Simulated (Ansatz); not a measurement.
# Bands of GaP

```yaml
crystal:
  lattice:
    - [0.00000, 2.58047, 2.58047]
    - [2.58047, 0.00000, 2.58047]
    - [2.58047, 2.58047, 0.00000]
  atoms:
    - { symbol: Ga, position: [0.00000, 0.00000, 0.00000] }
    - { symbol: P, position: [0.50000, 0.50000, 0.50000] }
```

Atoms are numbered in the order listed.

The cell was built from the rocksalt type and relaxed in the same program, and has space group Fm-3m; it needn't be a known or the stable phase.

Method: Ansatz 0.2.0, DFT, PBE, all-electron LAPW, scalar-relativistic.

Settings: a Γ-centred 12×12×12 k mesh, Fermi–Dirac smearing of 0.05 eV, basis error target 1 meV/atom, no spin polarisation.

Points in fractions of the reciprocal vectors of this cell: Γ (0, 0, 0), X (0.5, 0, 0.5), U (0.625, 0.25, 0.625), K (0.375, 0.375, 0.75), L (0.5, 0.5, 0.5), W (0.5, 0.25, 0.75). The path joins them by straight lines in the order Γ–X–U–K–Γ–L–W–X; legs that retrace an earlier one aren't tabulated. Energies are in eV from the Fermi level.

**Question.** Is there a gap?

**Answer.** none: bands cross the Fermi level, a metal.

**Question.** List the levels between -14 and 3 eV at the symmetry points.

**Answer.** 
Γ: -13.14, 0.03 (×3), 1.46
X: -9.32, -5.77, -3.09, -2.61 (×2)
U: -9.25, -6.00, -5.14, -1.92, -0.15
K: -9.25, -6.00, -5.14, -1.92, -0.15
L: -10.39, -7.74, 0.21 (×2)
W: -9.08, -5.63, -4.56 (×2), 2.60
